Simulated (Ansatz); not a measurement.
Crystal: CuO.

```
Cu O
1.0
     3.17550    0.00000    0.00000
     0.00000    3.17550    0.00000
     0.00000    0.00000    4.64953
Cu O
2 2
Direct
  0.00000 0.00000 0.00000
  0.50000 0.50000 0.00000
  0.50000 0.00000 0.26700
  0.00000 0.50000 0.73300
```

The cell was built by a generator and needn't be a form met in nature.

| Item | Value |
| --- | --- |
| Program | Ansatz 0.2.0 |
| Task | relaxation of cell and atoms |
| Functional | PBEsol |
| Potentials or basis | all-electron LAPW, scalar-relativistic |
| Basis error allowed | 0.002 eV/atom |
| k mesh | 6 × 6 × 5 |
| Occupations | fermi-dirac, width 0.05 eV |
| Spin | no spin polarisation |

At the start: volume 11.72 Å³/atom.

**Question.** How do energy, volume and symmetry change on relaxing?

**Answer.** Over 17 steps the energy falls by 675.7 meV/atom and the volume is 12.17 Å³/atom (+3.8 %); space group P4/mmm (No. 123, to 0.05 Å).

Step by step:
```
step  energy change (eV)  largest force (eV/Å)  volume (Å³)
   1              0.0000                1.3182        46.88
   2             -0.6000                1.1502        47.92
   3             -1.1507                1.0261        49.55
   4             -1.5460                0.7257        50.76
   5             -1.7745                0.7724        50.04
   6             -2.0883                0.9414        48.74
   7             -2.4262                0.9584        47.39
   8             -2.6286                0.3960        46.10
   9             -2.6689                0.1425        49.75
  10             -2.6919                0.0111        50.23
  11             -2.6998                0.0291        49.55
  12             -2.7019                0.0108        49.07
  13             -2.7024                0.0052        48.57
  14             -2.7026                0.0034        48.60
  15             -2.7027                0.0013        48.69
  16             -2.7027                0.0003        48.68
  17             -2.7027                0.0002        48.68
```

Final structure:
```yaml
crystal:
  lattice:
    - [3.83715, 0.00000, 0.00000]
    - [0.00000, 3.83715, 0.00000]
    - [0.00000, 0.00000, 3.30640]
  atoms:
    - { symbol: Cu, position: [0.00000, 0.00000, 0.00000] }
    - { symbol: Cu, position: [0.50000, 0.50000, 0.00000] }
    - { symbol: O, position: [0.50000, 0.00000, 0.00109] }
    - { symbol: O, position: [0.00000, 0.50000, 0.99891] }
```

Caveat: the k mesh is thin for a metal, which can move the energy by tens of meV per atom; the run has no spin polarisation, though such a crystal can be magnetic.
